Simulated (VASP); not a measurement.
Output of a VASP run:

OSZICAR:
```
...
DAV:  13    -0.510747784628E+02    0.53983E-06   -0.73361E-06  4512   0.183E-02    0.522E-03
DAV:  14    -0.510747782068E+02    0.25593E-06   -0.11162E-06  4182   0.912E-03    0.161E-03
DAV:  15    -0.510747782115E+02   -0.46894E-08   -0.63317E-08  2476   0.180E-03
   1 F= -.51074778E+02 E0= -.51074980E+02  d E =-.510748E+02
       N       E                     dE             d eps       ncg     rms          rms(c)
DAV:   1    -0.510969830004E+02   -0.22205E-01   -0.11351E+00  3720   0.771E+00    0.115E+00
DAV:   2    -0.510802944846E+02    0.16689E-01   -0.39407E-02  4232   0.142E+00    0.559E-01
DAV:   3    -0.510763241404E+02    0.39703E-02   -0.11206E-02  4803   0.656E-01    0.242E-01
DAV:   4    -0.510762290802E+02    0.95060E-04   -0.10722E-03  4092   0.249E-01    0.155E-01
DAV:   5    -0.510761773723E+02    0.51708E-04   -0.13303E-04  4660   0.979E-02    0.505E-02
DAV:   6    -0.510761707754E+02    0.65969E-05   -0.32881E-05  4883   0.382E-02    0.249E-02
DAV:   7    -0.510761706030E+02    0.17237E-06   -0.29257E-06  4539   0.119E-02    0.627E-03
DAV:   8    -0.510761705951E+02    0.79481E-08   -0.18413E-07  2654   0.314E-03
   2 F= -.51076171E+02 E0= -.51076179E+02  d E =-.139238E-02
       N       E                     dE             d eps       ncg     rms          rms(c)
DAV:   1    -0.510792691652E+02   -0.30986E-02   -0.14002E-01  3720   0.271E+00    0.401E-01
DAV:   2    -0.510772525863E+02    0.20166E-02   -0.47835E-03  4203   0.497E-01    0.196E-01
DAV:   3    -0.510767483728E+02    0.50421E-03   -0.14360E-03  4760   0.231E-01    0.859E-02
DAV:   4    -0.510767385222E+02    0.98506E-05   -0.13216E-04  4130   0.857E-02    0.534E-02
DAV:   5    -0.510767324661E+02    0.60561E-05   -0.16305E-05  4652   0.345E-02    0.178E-02
DAV:   6    -0.510767315983E+02    0.86776E-06   -0.44452E-06  4864   0.144E-02    0.885E-03
DAV:   7    -0.510767315594E+02    0.38909E-07   -0.43119E-07  3605   0.461E-03
   3 F= -.51076732E+02 E0= -.51076812E+02  d E =-.195335E-02
       N       E                     dE             d eps       ncg     rms          rms(c)
DAV:   1    -0.510785787529E+02   -0.18472E-02   -0.26248E-01  3720   0.355E+00    0.308E-01
DAV:   2    -0.510776333311E+02    0.94542E-03   -0.43187E-03  4119   0.452E-01    0.139E-01
DAV:   3    -0.510774124414E+02    0.22089E-03   -0.54644E-04  5027   0.127E-01    0.743E-02
DAV:   4    -0.510774043222E+02    0.81192E-05   -0.28348E-05  4239   0.430E-02    0.499E-02
DAV:   5    -0.510774009469E+02    0.33753E-05   -0.13787E-05  4721   0.319E-02    0.104E-02
DAV:   6    -0.510774003957E+02    0.55117E-06   -0.30897E-06  4356   0.147E-02    0.505E-03
DAV:   7    -0.510774003821E+02    0.13580E-07   -0.16875E-07  2405   0.277E-03
   4 F= -.51077400E+02 E0= -.51077529E+02  d E =-.668823E-03
       N       E                     dE             d eps       ncg     rms          rms(c)
DAV:   1    -0.510774650575E+02   -0.64662E-04   -0.10257E-02  3720   0.701E-01    0.603E-02
DAV:   2    -0.510774283390E+02    0.36718E-04   -0.16844E-04  4133   0.889E-02    0.275E-02
DAV:   3    -0.510774196763E+02    0.86628E-05   -0.21550E-05  5042   0.252E-02    0.149E-02
DAV:   4    -0.510774193513E+02    0.32498E-06   -0.11907E-06  4224   0.889E-03    0.102E-02
DAV:   5    -0.510774192131E+02    0.13822E-06   -0.56160E-07  4533   0.649E-03    0.208E-03
DAV:   6    -0.510774191897E+02    0.23366E-07   -0.10496E-07  2095   0.287E-03
   5 F= -.51077419E+02 E0= -.51077555E+02  d E =-.687630E-03
```

**OUTCAR**
```
------------------------ aborting loop because EDIFF is reached ----------------------------------------
  FORCE on cell =-STRESS in cart. coord.  units (eV):
  Direction    XX          YY          ZZ          XY          YZ          ZX
  --------------------------------------------------------------------------------------
  Total        3.5834497      3.5834497      3.5834755      0.0000000      0.0000000      0.0000000
  in kB       97.9940755     97.9940755     97.9947789      0.0000000      0.0000000      0.0000000
  external PRESSURE =      97.9943100 kB  Pullay stress =       0.0000000 kB
  volume of cell :       58.59
      direct lattice vectors                 reciprocal lattice vectors
     4.373011318  0.000000000  0.000000000     0.228675374  0.000000000  0.000000000
     0.000000000  4.373011318  0.000000000    -0.000000000  0.228675374  0.000000000
     0.000000000  0.000000000  3.063732733     0.000000000  0.000000000  0.326399228
 POSITION                                       TOTAL-FORCE (eV/Angst)
 -----------------------------------------------------------------------------------
      0.00000      0.00000      0.00000         0.000000     -0.000000      0.000000
      2.18651      2.18651      1.53187         0.000000     -0.000000      0.000000
      1.34168      1.34168      0.00000        -0.000073     -0.000073      0.000000
      3.52819      0.84482      1.53187        -0.000073      0.000073      0.000000
      0.84482      3.52819      1.53187         0.000073     -0.000073      0.000000
      3.03133      3.03133      0.00000         0.000073      0.000073     -0.000000
 -----------------------------------------------------------------------------------
    total drift:                                0.000000      0.000000     -0.000000
  FREE ENERGIE OF THE ION-ELECTRON SYSTEM (eV)
  ---------------------------------------------------
  free  energy   TOTEN  =       -51.0774191897 eV

  energy  without entropy=      -51.0778267796  energy(sigma->0) =      -51.07755505

 reached required accuracy - stopping structural energy minimisation
```
(Selected blocks of OUTCAR.)

File POSCAR:
```
RuO2
1
    4.3848293725     0.0000000000     0.0000000000
    0.0000000000     4.3848293725     0.0000000000
    0.0000000000     0.0000000000     3.0472401555
Ru O
2 4
Direct
  0.0000000000   0.0000000000   0.0000000000
  0.5000000000   0.5000000000   0.5000000000
  0.3063382748   0.3063382748   1.0000000000
  0.8063382748   0.1936617252   0.5000000000
  0.1936617252   0.8063382748   0.5000000000
  0.6936617252   0.6936617252   0.0000000000
```

Task: Reconstruct the remaining input files.

Result: This is not unique; one that fits is the input of the run itself, LDA (Ceperley-Alder, Perdew-Zunger), plane waves, VASP's LDA PAW potentials (set 64).

File KPOINTS:
```
Automatic mesh
0
Gamma
7 7 10
0 0 0
```

INCAR:
```
ENCUT = 520
IBRION = 2   # conjugate gradients
ALGO = Normal
LWAVE = .FALSE.
NELM = 100   # most electronic steps
SIGMA = 0.1
LASPH = .TRUE.   # aspherical one-centre terms
LMAXMIX = 4   # l cut-off of mixed one-centre charges
NSW = 30
LCHARG = .FALSE.
SYSTEM = RuO2
ISIF = 4   # ions and shape, fixed volume
EDIFFG = -0.01   # ionic stop
EDIFF = 1E-7   # SCF stop (eV)
PREC = Accurate
LREAL = .FALSE.   # projection in real space or not
ISMEAR = 1   # Methfessel-Paxton
```

POTCAR, in this order: Ru_pv O (LDA.64 set). Program: vasp_std.

The compound is RuO2 in the rutile structure. This cell is one point of a volume scan, at 0.97 of the reference volume. Symmetry was kept, so distortions that lower it aren't found.
